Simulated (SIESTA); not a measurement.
The system is Al2O3 (Corundum).

```
Al O
1.0
     2.38025    1.37424    4.33187
    -2.38025    1.37424    4.33187
     0.00000   -2.74848    4.33187
Al O
4 6
Cartesian
  0.0000 0.0000 11.0743
  0.0000 0.0000 8.4191
  0.0000 0.0000 1.9213
  0.0000 0.0000 4.5765
  -1.6503 -0.1099 5.4148
  0.7300 1.4841 5.4148
  0.9203 -1.3742 5.4148
  1.6503 0.1099 7.5808
  -0.7300 -1.4841 7.5808
  -0.9203 1.3742 7.5808
```

Base run:

- Program: SIESTA 5.4.2
- Functional: PBE
- Potentials or basis: PseudoDojo 0.4 standard (PBE files)
- Basis: DZP (energy shift 0.003 Ry)
- Grid cutoff: 800 Ry
- Energy shift: 0.003 Ry
- k mesh: 7 × 7 × 7
- Occupations: fermi-dirac, width 0.05 eV
- Spin: no spin polarisation

Its results: band gap on the k mesh 6.24 eV, direct; pressure 8.5 GPa; largest force 0.033 eV/Å.

**Question.** The run is repeated on the same cell with these changes: basis from DZP (energy shift 0.003 Ry) to SZP (energy shift 0.05 Ry); energy shift from 0.003 Ry to 0.05 Ry. What comes out?

**Answer.** Band gap on the k mesh 6.49 eV, direct; pressure 4.2 GPa; largest force 0.293 eV/Å.

Caveats: the basis of atomic orbitals isn't converged, which shifts pressures, moduli and gaps; an odd mesh through Γ misses points on the zone boundary, where band edges often lie (some runs).

Not every run made on this cell is shown here.
